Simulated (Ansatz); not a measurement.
**BaS under changes of volume**

One of the cells (32.576 Å³/atom); the others are scaled copies at fixed shape and fractional positions:

```
Ba S
1.0
     0.00000    3.19375    3.19375
     3.19375    0.00000    3.19375
     3.19375    3.19375    0.00000
Ba S
1 1
Direct
  0.00000 0.00000 0.00000
  0.50000 0.50000 0.50000
```

* Program: Ansatz 0.2.0
* Functional: PBE
* Potentials or basis: all-electron LAPW, scalar-relativistic
* Cutoff: 148 eV (chosen from the basis error)
* Basis error allowed: 0.0005 eV/atom
* k mesh: 7 × 7 × 7
* Occupations: fermi-dirac, width 0.05 eV
* Spin: no spin polarisation

| volume (Å³/atom) | energy over the lowest point (meV/atom) | pressure (GPa) | gap on the mesh (eV) |
| --- | --- | --- | --- |
| 30.622 | 30.35 | 4.1 | 2.17 |
| 31.273 | 16.34 | 2.9 | 2.20 |
| 31.925 | 6.92 | 1.8 | 2.23 |
| 32.576 | 1.61 | 0.8 | 2.26 |
| 33.228 | 0.00 | 0.0 | 2.29 |
| 33.879 | 1.71 | -0.8 | 2.32 |
| 34.531 | ? | ? | ? |

Problem. What does the run at 34.531 Å³/atom give?

Solution. Energy over the lowest point 6.41 meV/atom; pressure -1.5 GPa; gap on the mesh 2.34 eV.

Worked out: A Birch-Murnaghan fit of order 3 (a polynomial in V^(-2/3)) to the other rows has its minimum at 33.21 Å³/atom with B0 = V·E''(V) = 42 GPa and B' = 4.5. It gives 6.40 meV/atom at 34.531 Å³/atom, against the run's 6.41, and -dE/dV = -1.5 GPa, against -1.5. A straight line through the other rows of the gap, of slope 1.48 eV per unit of ln V, extrapolates to 2.35 eV, against the run's 2.34.

Energies are extrapolated to zero smearing.

Caveats: spin-orbit coupling is left out, which moves the levels of the heavy elements; an odd mesh through Γ misses points on the zone boundary, where band edges often lie.
